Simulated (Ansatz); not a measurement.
TaN, DFT, PBE, all-electron LAPW, scalar-relativistic (Ansatz 0.2.0), run on 2 threads of Arm Neoverse V1 on a shared host.

The geometry is COD entry 1539256, unchecked; take it as a test cell. The listed cell was then made from it by scaling, straining or moving an atom.

Command: `ansatz run input.yaml --threads 2 --pin off --max-ram 6144MiB --backend cpu --events-out ev --progress --plain --runs-dir out`

```yaml
crystal:
  lattice:
    - [5.3405492335, 0.0, 0.0]
    - [-2.6702746167, 4.6250513063, 0.0]
    - [0.0, 0.0, 2.908]
  atoms:
    - { symbol: Ta, position: [0.0, 0.0, 0.0] }
    - { symbol: Ta, position: [0.3333333333, 0.6666666667, 0.5] }
    - { symbol: Ta, position: [0.6666666667, 0.3333333333, 0.5] }
    - { symbol: "N", position: [0.5, 0.0, 0.0] }
    - { symbol: "N", position: [0.5, 0.5, 0.0] }
    - { symbol: "N", position: [0.0, 0.5, 0.0] }
kpoints:
  mp_grid: { grid: [5, 5, 8] }
  band_path:
    path:
      - [0.0, 0.0, 0.0]
      - [0.5, 0.0, 0.0]
      - [0.3333333333, 0.3333333333, 0.0]
      - [0.0, 0.0, 0.0]
      - [0.0, 0.0, 0.5]
      - [0.5, 0.0, 0.5]
      - [0.3333333333, 0.3333333333, 0.5]
      - [0.0, 0.0, 0.5]
      - [0.5, 0.0, 0.5]
    npoints: 5
scf:
  occupations: { method: fermi_dirac, width: 0.03 }
hamiltonian:
  xc: pbe
  pseudopotentials: { kind: all_electron, lapw: { basis_error: 0.0005 } }
output:
  forces: true
  stress: true
  eigenvalues: true
```

Question: How large is the problem that the program sets up?

Answer: 25 irreducible k-points, 1431 plane waves at Γ, 94 bands.

Question: About how long does it take, and how much memory does it use?

Answer: 95 s of wall time for 12 SCF iterations, with a peak of 0.83 GiB. Times on shared machines scatter by tens of per cent.
